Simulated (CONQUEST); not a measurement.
# NaCl (Fm-3m) in CONQUEST: notebook

The runs below take NaCl through equation of state, with PBE.

Program: CONQUEST 1.3. These are calculated values, not measurements. Logs are shortened: lines on timing, memory, paths and dates and some standing lists are left out, and cuts for length are marked.

**1. Starting point**

The structure is cubic, space group Fm-3m (No. 225). The conventional cell has a = 5.588 Å, b = 5.588 Å, c = 5.588 Å, α = 90.00°, β = 90.00°, γ = 90.00°. Cl (site symmetry m-3m) is surrounded by 6 Na at 2.79 Å. Na (site symmetry m-3m) has 6 Cl at 2.79 Å as nearest neighbours.

The cell is a database's computed one.

**2. Equation of state, PBE, 20.50 Å³/atom (volume scaled by 0.94)**

Input file Conquest_input:

```
IO.Title NaCl
IO.Coordinates coords.dat
IO.FractionalAtomicCoords T
IO.Iprint 2
IO.Iprint_init 1
General.NumberOfSpecies 2
General.PseudopotentialType hamann
AtomMove.TypeOfRun static
AtomMove.FullStress T
Grid.PointsAlongX 40
Grid.PointsAlongY 40
Grid.PointsAlongZ 60
DM.SolutionMethod diagon
Diag.MPMesh T
Diag.GammaCentred T
Diag.MPMeshX 7
Diag.MPMeshY 7
Diag.MPMeshZ 5
Diag.kT 0.00183747
minE.SCTolerance 1e-6
SC.MaxIters 100
IO.AtomChargeOutput T
%block ChemicalSpeciesLabel
1 35.450 Cl
2 22.990 Na
%endblock
```

Input file coords.dat:

```
    7.3146358620     0.0000000000     0.0000000000
    0.0000000000     7.3146358620     0.0000000000
    0.0000000000     0.0000000000    10.3444572380
4
  0.0000000000   0.0000000000   0.5000000000 1 T T T
  0.5000000000   0.5000000000   0.0000000000 1 T T T
  0.0000000000   0.0000000000   0.0000000000 2 T T T
  0.5000000000   0.5000000000   0.5000000000 2 T T T
```

Potentials or basis: PseudoDojo NC PBE, SZ, grid of 40 × 40 × 60 points.

The run is started by

```bash
OMP_NUM_THREADS=1 Conquest
```

What it wrote:

```text
Simulation cell dimensions:     7.3146 a0 x     7.3146 a0 x    10.3445 a0

      Atomic coordinates (a0)
         Atom         X         Y         Z  Species
            1    0.0000    0.0000    5.1722        1
            2    3.6573    3.6573    0.0000        1
            3    0.0000    0.0000    0.0000        2
            4    3.6573    3.6573    5.1722        2

         Monkhorst-Pack mesh:   7 x   7 x   5 gamma-centred
        This calculation includes non-local pseudopotentials,
         with a maximum core radius of     10.45701571

    Job title: NaCl
    Job to be run: static calculation

[... 5 lines left out ...]
      Using Fermi-Dirac smearing

    Integration grid size:     40 x   40 x   60

    Integration grid spacing:  0.183 a0 x 0.183 a0 x 0.172 a0

    Number of species:  2
    --------------------------------------------------------
    |   #  mass (au)  Charge (e)  SF Rad (a0)  NSF  Label  |
    --------------------------------------------------------
    |   1     35.450       7.000        5.852    4  Cl     |
    |   2     22.990       9.000       10.789    5  Na     |
    --------------------------------------------------------
          SCF tolerance:                 0.00000100
          SCF iterations:               100

    The functional used will be GGA PBE96

           radial cut-off to be used is taken to be max PAO cut-off radius for this species:    5.590663

           greatest ang. mom. for making density from PAOs:  1

           radial cut-off to be used is taken to be max PAO cut-off radius for this species:   10.457016

           greatest ang. mom. for making density from PAOs:  1
    Minimum blocs/proc is     1500. Maximum blocs/proc is     1500
    set_atom_dens: In set_atomic_density, electrons :      32.000000000000
 matrix_size & matrix_size_padH =           18          18

    Screened ion int: energy:     -99.227230154722 Ha

    new_SC_potl: Starting.  Tolerance:  0.10000E-05

    PulayMixSC: Starting Pulay mixing, A_up =  0.500 A_dn =  0.500
    PulayMixSC: Spin non-polarised calculation.
          Harris-Foulkes Energy            :      -124.436137556241249 Ha
          (TS=0 as O(N) or entropic contribution is negligible)
          DFT Total Energy                 :      -124.388353195145299 Ha
          Total number of electrons        :        32.000000000000227
    PulayMixSC: Pulay iteration     1 residual:              0.27194E-02
          Harris-Foulkes Energy            :      -124.403438513813015 Ha
          (TS=0 as O(N) or entropic contribution is negligible)
          DFT Total Energy                 :      -124.397788245760239 Ha
          Total number of electrons        :        32.000002958674500
    PulayMixSC: Pulay iteration     2 residual:              0.95750E-03
          Harris-Foulkes Energy            :      -124.399138362017908 Ha
          (TS=0 as O(N) or entropic contribution is negligible)
          DFT Total Energy                 :      -124.399142516811310 Ha
          Total number of electrons        :        32.000003100829815
    PulayMixSC: Pulay iteration     3 residual:              0.65938E-04
          Harris-Foulkes Energy            :      -124.399143314571276 Ha
          (TS=0 as O(N) or entropic contribution is negligible)
          DFT Total Energy                 :      -124.399142551724964 Ha
          Total number of electrons        :        32.000001542100478
    PulayMixSC: Pulay iteration     4 residual:              0.11487E-04
          Harris-Foulkes Energy            :      -124.399142745075153 Ha
          (TS=0 as O(N) or entropic contribution is negligible)
          DFT Total Energy                 :      -124.399142741281196 Ha
          Total number of electrons        :        32.000001495519584
    PulayMixSC: Pulay iteration     5 residual:              0.88402E-06
    PulayMixSC: Reached SCF tolerance of  0.88402E-06 after      5 iterations
      | Number of electrons      =        32.000001
      |* band energy as 2Tr[K.H] =       -27.941405076528010 Ha
      |  screened ion-ion energy =       -99.227230154721980 Ha
      |  Ha correction           =        -0.323156189084264 Ha
      |  XC correction           =         3.092682507767395 Ha
      |* Harris-Foulkes energy   =      -124.399142745075153 Ha
      |* DFT total energy        =      -124.399142741281196 Ha
      |  estimated accuracy      =        -0.000000003793957 Ha

    force: Forces on atoms (Ha/a0)
    force:  Atom   X              Y              Z
    force:     1  -0.0000000000   0.0000000000   0.0000000000
    force:     2   0.0000000000   0.0000000000   0.0000000000
    force:     3   0.0000000000   0.0000000000   0.0000000000
    force:     4   0.0000000000   0.0000000000  -0.0000000000

    force: Maximum force :        0.00000000(Ha/a0) on atom         3 in z direction
    force: Force Residual:        0.00000000 Ha/a0
    force: Total stress:         -3.09850639     0.00000000     0.00000000 GPa
                             0.00000000    -3.09850639    -0.00000000
                             0.00000000    -0.00000000    -3.05465704
    force: Average pressure:      3.08388994 GPa

    force: Finished force
    get_E_and_F: Change in energy during last step of electronic optimisation:  0.56950E-06

    BIBLIOGRAPHY: Please consider citing the following references in the conquest.bib file

    CONQUEST:         Bowler2002pt, Miyazaki2004, Nakata2020
    Basis:            Bowler2019
    DM:               Bowler:2006xr
    Pseudopotentials: Hamann2013, Bowler2019
    XC functional:    Perdew1996
```

Run time: 19 s. Hardware: 1 thread of Intel Xeon Platinum 8488C (Sapphire Rapids), shared host; peak memory 0.41 GiB.

What came out:

| Item | Value |
| --- | --- |
| Free energy | -3385.0731 eV |
| Pressure | 3.1 GPa |
| Band gap on the k mesh | 5.02 eV |
| Mulliken charges | Cl -0.63; Na +0.63 e |

Caveat: the atomic basis is small; Mulliken charges move with the basis; an odd mesh through Γ misses points on the zone boundary, where band edges often lie; the basis of atomic orbitals isn't converged, which shifts pressures, moduli and gaps.

**3. Equation of state, PBE, 20.94 Å³/atom (volume scaled by 0.96)**

Conquest_input is that of step 2.

Input file coords.dat:

```
    7.3661490793     0.0000000000     0.0000000000
    0.0000000000     7.3661490793     0.0000000000
    0.0000000000     0.0000000000    10.4173079286
4
  0.0000000000   0.0000000000   0.5000000000 1 T T T
  0.5000000000   0.5000000000   0.0000000000 1 T T T
  0.0000000000   0.0000000000   0.0000000000 2 T T T
  0.5000000000   0.5000000000   0.5000000000 2 T T T
```

Potentials or basis: PseudoDojo NC PBE, SZ, grid of 40 × 40 × 60 points.

The run is started by

```bash
OMP_NUM_THREADS=1 Conquest
```

Wall time 17 s (1 thread of Intel Xeon Platinum 8488C (Sapphire Rapids), shared host); peak memory 0.39 GiB.

The run converged. Its results:

| Property | Result |
| --- | --- |
| Free energy | -3385.1020 eV |
| Pressure | 2.2 GPa |
| Band gap on the k mesh | 4.91 eV |
| Mulliken charges | Cl -0.63; Na +0.63 e |

Caveat: the atomic basis is small; Mulliken charges move with the basis; an odd mesh through Γ misses points on the zone boundary, where band edges often lie; the basis of atomic orbitals isn't converged, which shifts pressures, moduli and gaps; the real-space grid breaks the cell's symmetry a little.

**4. Equation of state, PBE, 21.38 Å³/atom (volume scaled by 0.98)**

Conquest_input is that of step 3.

Input file coords.dat:

```
    7.4169517128     0.0000000000     0.0000000000
    0.0000000000     7.4169517128     0.0000000000
    0.0000000000     0.0000000000    10.4891537019
4
  0.0000000000   0.0000000000   0.5000000000 1 T T T
  0.5000000000   0.5000000000   0.0000000000 1 T T T
  0.0000000000   0.0000000000   0.0000000000 2 T T T
  0.5000000000   0.5000000000   0.5000000000 2 T T T
```

The run is started by

```bash
OMP_NUM_THREADS=1 Conquest
```

Wall time 18 s (1 thread of Intel Xeon Platinum 8488C (Sapphire Rapids), shared host); peak memory 0.39 GiB.

It converged, with:

* Free energy: -3385.1219 eV
* Pressure: 1.4 GPa
* Band gap on the k mesh: 4.80 eV
* Mulliken charges: Cl -0.63; Na +0.63 e

Caveat: the atomic basis is small; Mulliken charges move with the basis; an odd mesh through Γ misses points on the zone boundary, where band edges often lie; the basis of atomic orbitals isn't converged, which shifts pressures, moduli and gaps.

**5. Equation of state, PBE, 21.81 Å³/atom**

Conquest_input is that of step 4.

Input file coords.dat:

```
    7.4670677716     0.0000000000     0.0000000000
    0.0000000000     7.4670677716     0.0000000000
    0.0000000000     0.0000000000    10.5600285119
4
  0.0000000000   0.0000000000   0.5000000000 1 T T T
  0.5000000000   0.5000000000   0.0000000000 1 T T T
  0.0000000000   0.0000000000   0.0000000000 2 T T T
  0.5000000000   0.5000000000   0.5000000000 2 T T T
```

The run is started by

```bash
OMP_NUM_THREADS=1 Conquest
```

Run time: 20 s. Hardware: 1 thread of Intel Xeon Platinum 8488C (Sapphire Rapids), shared host; peak memory 0.39 GiB.

Results (log left out):

```yaml
Free_energy: -3385.1332 eV
Pressure: 0.7 GPa
Band_gap_on_the_k_mesh: 4.69 eV
Mulliken_charges: Cl -0.63; Na +0.63 e
```

Caveat: the atomic basis is small; Mulliken charges move with the basis; an odd mesh through Γ misses points on the zone boundary, where band edges often lie; the basis of atomic orbitals isn't converged, which shifts pressures, moduli and gaps.

**6. Equation of state, PBE, 22.25 Å³/atom (volume scaled by 1.02)**

Conquest_input is that of step 5.

Input file coords.dat:

```
    7.5165199926     0.0000000000     0.0000000000
    0.0000000000     7.5165199926     0.0000000000
    0.0000000000     0.0000000000    10.6299645138
4
  0.0000000000   0.0000000000   0.5000000000 1 T T T
  0.5000000000   0.5000000000   0.0000000000 1 T T T
  0.0000000000   0.0000000000   0.0000000000 2 T T T
  0.5000000000   0.5000000000   0.5000000000 2 T T T
```

Potentials or basis: PseudoDojo NC PBE, SZ, grid of 40 × 40 × 60 points.

The run is started by

```bash
OMP_NUM_THREADS=1 Conquest
```

Run time: 16 s. Hardware: 1 thread of Intel Xeon Platinum 8488C (Sapphire Rapids), shared host; peak memory 0.37 GiB.

The run converged. Its results:

| Property | Result |
| --- | --- |
| Free energy | -3385.1368 eV |
| Pressure | 0.0 GPa |
| Band gap on the k mesh | 4.59 eV |
| Mulliken charges | Cl -0.63; Na +0.63 e |

Caveat: the atomic basis is small; Mulliken charges move with the basis; an odd mesh through Γ misses points on the zone boundary, where band edges often lie; the basis of atomic orbitals isn't converged, which shifts pressures, moduli and gaps; the real-space grid breaks the cell's symmetry a little.

**7. Equation of state, PBE, 22.69 Å³/atom (volume scaled by 1.04)**

Conquest_input is that of step 6.

Input file coords.dat:

```
    7.5653299319     0.0000000000     0.0000000000
    0.0000000000     7.5653299319     0.0000000000
    0.0000000000     0.0000000000    10.6989921916
4
  0.0000000000   0.0000000000   0.5000000000 1 T T T
  0.5000000000   0.5000000000   0.0000000000 1 T T T
  0.0000000000   0.0000000000   0.0000000000 2 T T T
  0.5000000000   0.5000000000   0.5000000000 2 T T T
```

The run is started by

```bash
OMP_NUM_THREADS=1 Conquest
```

Run time: 15 s. Hardware: 1 thread of Intel Xeon Platinum 8488C (Sapphire Rapids), shared host; peak memory 0.37 GiB.

The run converged. Its results:

```
Free energy            : -3385.1336 eV
Pressure               : -0.6 GPa
Band gap on the k mesh : 4.49 eV
Mulliken charges       : Cl -0.63; Na +0.63 e
```

Caveat: the atomic basis is small; Mulliken charges move with the basis; an odd mesh through Γ misses points on the zone boundary, where band edges often lie; the basis of atomic orbitals isn't converged, which shifts pressures, moduli and gaps; the real-space grid breaks the cell's symmetry a little.

**8. Equation of state, PBE, 23.12 Å³/atom (volume scaled by 1.06)**

Conquest_input is that of step 7.

Input file coords.dat:

```
    7.6135180457     0.0000000000     0.0000000000
    0.0000000000     7.6135180457     0.0000000000
    0.0000000000     0.0000000000    10.7671404758
4
  0.0000000000   0.0000000000   0.5000000000 1 T T T
  0.5000000000   0.5000000000   0.0000000000 1 T T T
  0.0000000000   0.0000000000   0.0000000000 2 T T T
  0.5000000000   0.5000000000   0.5000000000 2 T T T
```

The run is started by

```bash
OMP_NUM_THREADS=1 Conquest
```

It took 15 s on 1 thread of Intel Xeon Platinum 8488C (Sapphire Rapids), shared host; peak memory 0.36 GiB.

The run converged. Its results:

| Quantity | Value |
| --- | --- |
| Free energy | -3385.1246 eV |
| Pressure | -1.1 GPa |
| Band gap on the k mesh | 4.40 eV |
| Mulliken charges | Cl -0.63; Na +0.63 e |

Caveat: the atomic basis is small; Mulliken charges move with the basis; an odd mesh through Γ misses points on the zone boundary, where band edges often lie; the basis of atomic orbitals isn't converged, which shifts pressures, moduli and gaps.

**9. Equation of state, PBE**

Potentials or basis: PseudoDojo NC PBE, SZ, grid of 40 × 40 × 60 points.

This step only gathers the single runs of the series.

Results:

- Equilibrium volume: 22.26 Å³/atom
- Bulk modulus: 32 GPa
- Pressure derivative of the bulk modulus: 4.4 (rough: it moves with the points fitted)

Energy against volume, from the lowest point:
```
volume (Å³/atom)  energy (meV/atom)
          20.504              15.92
          20.940               8.71
          21.376               3.73
          21.813               0.91
          22.249               0.00
          22.685               0.79
          23.121               3.06
```

Caveat: the atomic basis is small; the basis of atomic orbitals isn't converged, which shifts pressures, moduli and gaps.
